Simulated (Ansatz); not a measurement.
**PbI2**

```
Pb I
1.0
     4.67729    0.00000    0.00000
    -2.33864    4.05065    0.00000
     0.00000    0.00000    7.84964
Pb I
1 2
Cartesian
  0.0000 0.0000 0.0000
  0.0000 2.7004 1.8574
  2.3386 1.3502 5.9923
```

Atom numbers follow the list: Pb1, I2, I3.

The conventional cell has a = 4.677 Å, b = 4.677 Å, c = 7.850 Å, α = 90.00°, β = 90.00°, γ = 120.00°. Pb (atom 1) has 6 I at 3.28 Å as nearest neighbours. I (atom 2) is surrounded by 3 Pb at 3.28 Å.

The structure comes from a relaxation in the same program, started in the CdI2 type, and has space group P-3m1. Whether it is a known phase or the ground state wasn't checked.

No spin–orbit coupling, which matters for the heavy atoms here.

Levels of theory: DFT, PBE, all-electron LAPW, scalar-relativistic (Ansatz 0.2.0); DFT, PBE, PAW with Ansatz's default frozen-core files, scalar-relativistic (Ansatz 0.2.0); DFT, PBE, all-electron PAW with datasets made for the crystal, scalar-relativistic (Ansatz 0.2.0).

For LAPW: a Γ-centred 11×11×6 k mesh, Fermi–Dirac smearing of 0.03 eV, basis error target 1 meV/atom, no spin polarisation. PAW takes a cutoff of 420 eV at this cell. The crystal-made all-electron datasets (AE datasets) take a cutoff of 240 eV at this cell. The Ansatz runs share mesh, smearing and spin set-up. Values come from LAPW unless marked.

No spin–orbit coupling: at heavy atoms the gradients can be off by tens of per cent for that reason.

```
Field gradients Vzz (crystal-made datasets) : Pb1 2.20 (η = 0.00), I2 -0.97 (η = 0.00) in 10²¹ V/m²
Band gap                                    : 2.43 eV, indirect from the line H (0.333, 0.333, 0.5)–A (0, 0, 0.5) to A (0, 0, 0.5)
Bader charges (from the PAW run)            : Pb1 +0.95, I2 -0.48 e
Pressure at this cell                       : 0.00 GPa
Volume per atom                             : 49.57 Å³
```

**Question.** Predict this quantity. Smallest direct gap on the path.

**Answer.** 2.56 eV.

**Question.** Predict this quantity. Löwdin charges (with 0.07 e of the cell spilling out of the atomic basis, so their sizes and signs hang on that basis).

**Answer.** Pb1 0.39, I2 -0.16 e.
